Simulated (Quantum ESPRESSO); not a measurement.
The system is BP.

```
CELL_PARAMETERS angstrom
0.00000 2.26900 2.26900
2.26900 0.00000 2.26900
2.26900 2.26900 0.00000
ATOMIC_POSITIONS crystal
P 0.75000 0.75000 0.75000
B 0.00000 0.00000 0.00000
```

Base run:

| Property | Result |
| --- | --- |
| Program | Quantum ESPRESSO 7.5 |
| Functional | PBEsol |
| Potentials or basis | PseudoDojo 0.4.1 SR PBEsol standard |
| Cutoff | 1034 eV |
| Density cutoff | 4136 eV |
| k mesh | 8 × 8 × 8 |
| Occupations | fixed |
| Spin | no spin polarisation |

Its results: band gap on the k mesh, mean-field level 1.17 eV, indirect (least direct gap 3.36 eV).

**Question.** The run is repeated on the same cell with these changes: k mesh from 8 × 8 × 8 to 4 × 4 × 4. What comes out?

**Answer.** Band gap on the k mesh, mean-field level 1.23 eV, indirect (least direct gap 3.36 eV).

Caveats: some runs use coarse meshes.

A k mesh can miss the band edges.

Not every run made on this cell is shown here.
